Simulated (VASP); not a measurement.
Nb:

```
CELL_PARAMETERS angstrom
-1.66395 1.66395 1.66395
1.66395 -1.66395 1.66395
1.66395 1.66395 -1.66395
ATOMIC_POSITIONS crystal
Nb 0.00000 0.00000 0.00000
```

```yaml
Program: VASP 6.6.1
Task: relaxation of cell and atoms
Functional: PBEsol
Potentials_or_basis: VASP PAW PBE potentials, release 64 (Nb_sv)
Cutoff: 600 eV
k_mesh: 10 × 10 × 10
Occupations: fermi-dirac, width 0.05 eV
Spin: no spin polarisation
```

At the start: pressure -8.3 GPa; volume 18.43 Å³/atom.

Question: Where does the relaxation end?

Answer: Over 4 steps the energy falls by 25.2 meV/atom and the volume is 17.49 Å³/atom (-5.1 %); space group Im-3m (No. 229, to 0.05 Å).

The path:
```
step  energy change (eV)  largest force (eV/Å)  pressure (GPa)  volume (Å³)
   1              0.0000                0.0000           -8.34        18.43
   2              0.0527                0.0000           17.66        15.99
   3             -0.0252                0.0000           -0.22        17.51
   4             -0.0252                0.0000           -0.01        17.49
```

Final structure:
```cif
data_structure
_symmetry_space_group_name_H-M 'P 1'
_symmetry_Int_Tables_number 1
_cell_length_a 2.8323
_cell_length_b 2.8323
_cell_length_c 2.8323
_cell_angle_alpha 109.471
_cell_angle_beta 109.471
_cell_angle_gamma 109.471
_cell_volume 17.49
loop_
_atom_site_label
_atom_site_type_symbol
_atom_site_fract_x
_atom_site_fract_y
_atom_site_fract_z
_atom_site_occupancy
Nb1 Nb 0.00000 0.00000 0.00000 1
```

Caveat: the PAW data sets were made with another functional, which shifts forces and pressure a little.
